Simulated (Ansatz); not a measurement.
Two isomers of C5H6: A = `C1=CCC=C1`, B = `C#CC(=C)C`.

Computed with Ansatz on PBE0-D4/def2-TZVP structures; ΔE is electronic, products minus reactants. CBS: MP2 limit from def2 TZ/QZ plus the TZ coupled-cluster correction, frozen cores. DFT in def2-TZVPP. B3LYP here is the variant with VWN-RPA as its local correlation; programs differ in this.

Which is lower in electronic energy at CCSD(T)/CBS, and by how much? (Estimate.)

The calculation gave: A, by 30.0 kcal/mol.

Give E(B) − E(A) in kcal/mol with LDA (SPW92), CCSD/def2-TZVPP, CCSD(T)/def2-TZVPP, B3LYP-D4, PBE-D4, ωB97M-V, MP2/def2-TZVPP. (Best estimate.)

Ansatz gave: LDA (SPW92) 39.9, CCSD/def2-TZVPP 29.4, CCSD(T)/def2-TZVPP 29.8, B3LYP-D4 28.5, PBE-D4 32.9, ωB97M-V 31.6, MP2/def2-TZVPP 30.3. None reverses the order clearly.

Does the order hold for the free energy at 298.15 K (harmonic terms from PBE0-D4)? (Best estimate.)

Computed: Yes: G(B) − G(A) = +26.4 kcal/mol.

Largest T1 diagnostic: 0.011.

In def2-TZVPP, CCSD(T) changes the Hartree–Fock value by +3.5 kcal/mol (the triples alone add +0.3 kcal/mol) and MP2 by +4.1 kcal/mol. Leaving LDA and LC-ωPBE aside and taking each functional with its dispersion term where it has one, the values, not all of them listed here, spread over 9.4 kcal/mol, from BLYP-D4 to PBE0-D4. LDA lies +7.6 kcal/mol from PBE without D4.
